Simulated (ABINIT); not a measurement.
Runs of ABINIT 10.8.3 (patched build) on CoO. Symmetry: R-3m, No. 166, trigonal system. Conventional cell: a = 3.011 Å, b = 3.011 Å, c = 7.320 Å, α = 90.00°, β = 90.00°, γ = 120.00°. Co (site symmetry -3m) has 6 O at 2.12 Å as nearest neighbours. Around O (site symmetry -3m) lie 6 Co at 2.12 Å. The cell is a database's computed one.

| spin | k mesh | most SCF steps | gap on the mesh (eV) | pressure (GPa) | moment (μB) |
| --- | --- | --- | --- | --- | --- |
| non-collinear, random start | 4 × 4 × 4 | 80 | none | -17.7 | 0.18 |
| off | 6 × 6 × 6 | - | none | (a) | - |
| collinear, random start | 6 × 6 × 6 | - | none | -1.9 | 2.76 |
| collinear, ferromagnetic start | 6 × 6 × 6 | - | none | -1.9 | 2.76 |

Alike in all rows: task single point; level PBE; potentials or basis JTH PAW PBE v2.0; cell as given; cutoff (eV) 707; smearing fermi-dirac 0.05 eV; the mesh is coarse, so values aren't converged.

Question: Estimate the missing entries.

Answer: (a) -18.6.

Caveats: all runs use coarse meshes; semilocal functionals often make such compounds metallic where correlation or magnetic order opens a gap, which also shifts bond lengths; a cell with one magnetic atom can't hold antiferromagnetic order, which such compounds often take (some runs); an odd number of electrons without spin polarisation forces a metal (some runs); a magnetic or distorted state may lie lower (some runs).

A gap of «none» marks a metal or a gap under the smearing width.
